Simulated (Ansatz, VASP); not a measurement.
# Mg in VASP and in Ansatz

```xyz
4
Lattice="3.1768 0.0000 0.0000 -1.5884 2.7512 0.0000 0.0000 0.0000 10.3189" Properties=species:S:1:pos:R:3 pbc="T T T"
Mg    1.5884    0.9171    7.7391
Mg    0.0000    0.0000    5.1594
Mg    0.0000    1.8341    2.5797
Mg    0.0000    0.0000    0.0000
```

Alike in both runs: task single point; functional PBE; k mesh 10 × 10 × 3; occupations fermi-dirac, width 0.05 eV; no spin polarisation.

```csv
,VASP,Ansatz
version,VASP 6.6.1,Ansatz 0.2.0
potentials or method,"VASP PAW PBE potentials, release 64 (Mg)",Ansatz PAW
plane-wave cutoff (eV),520,420
valence electrons in the cell,8,40
```

VASP gave:

```
gap on the k mesh at the Fermi level (eV)       : none
pressure (GPa)                                  : 0.8
largest component of the traceless stress (GPa) : 0.59
```

**Question.** Which values does Ansatz return?

**Answer.** gap on the k mesh at the Fermi level (eV): none; pressure (GPa): 0.9; largest component of the traceless stress (GPa): 0.59.

A gap of «none» marks a metal or a gap that the smearing closes. The two sets of potentials don't hold the same shells in valence.
